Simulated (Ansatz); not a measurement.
## Sn: relaxation of cell and atoms with HSE06

The system is Sn.

```xyz
1
Lattice="-1.6664 1.7078 2.1828 1.7939 -1.8589 2.3917 1.6937 1.8854 -2.2976" Properties=species:S:1:pos:R:3 pbc="T T T"
Sn    0.0000    0.0000    0.0000
```

This isn't the form of Sn at room conditions, which is tetragonal (white tin).

The cell isn't the ideal one: cell sheared at random, sigma 0.06, atoms nudged by 0.01 Å.

```
Program             : Ansatz 0.2.0
Task                : relaxation of cell and atoms
Functional          : HSE06
Potentials or basis : Ansatz PAW
Cutoff              : 420 eV (not typed: the program's choice for these potentials)
k mesh              : 5 × 5 × 5
Occupations         : fermi-dirac, width 0.05 eV
Spin                : no spin polarisation
```

```json
{
  "Relaxed volume": "27.05 Å³/atom",
  "Relaxed cell": "a = 3.192 Å, b = 3.411 Å, c = 3.410 Å, α = 120.00°, β = 117.89°, γ = 90.01°",
  "Space group after relaxing (to 0.05 Å)": "Immm (No. 71)",
  "Energy gained by relaxing": "36.2 meV/atom",
  "Ionic steps": "6",
  "Pressure after relaxing": "0.0 GPa",
  "Band gap on the k mesh": "none (metal or under the smearing width)"
}
```

Step by step:
| step | energy change (eV) | largest force (eV/Å) | volume (Å³) |
| --- | --- | --- | --- |
| 1 | 0.0000 | 0.0000 | 28.61 |
| 2 | -0.0334 | 0.0000 | 27.18 |
| 3 | -0.0363 | 0.0000 | 26.93 |
| 4 | -0.0365 | 0.0000 | 27.06 |
| 5 | -0.0365 | 0.0000 | 27.05 |
| 6 | -0.0362 | 0.0000 | 27.05 |

Final structure:
```
CELL_PARAMETERS angstrom
-1.59842 1.60182 2.25058
1.70129 -1.70111 2.41791
1.70672 1.80592 -2.33551
ATOMIC_POSITIONS crystal
Sn 0.00000 0.00000 0.00000
```

Levels at points of the mesh, in eV from the Fermi level:
| k point | band 3 | band 4 | band 5 | band 6 | band 7 | band 8 | band 9 | band 10 | band 11 |
| --- | --- | --- | --- | --- | --- | --- | --- | --- | --- |
| (0.00, 0.00, 0.00) | -23.58 | -23.56 | -23.52 | -12.29 | 7.99 | 8.68 | 9.80 | 11.97 | 12.13 |

It took 61 s on 1 × NVIDIA H100 80GB HBM3 with 2 threads of AMD EPYC 7R13 Processor (Zen 3), with other jobs on the host, peak memory 1.5 GiB.

Caveat: the k mesh is coarse (spacing up to 0.50 Å⁻¹), so the values aren't converged, least of all with exact exchange; the plane-wave basis is chosen anew once the cell has moved, so the energies of steps on either side of that aren't comparable; the PAW data sets come from PBE, with cores solved anew for the run's functional, which leaves a small shift of forces and pressure.
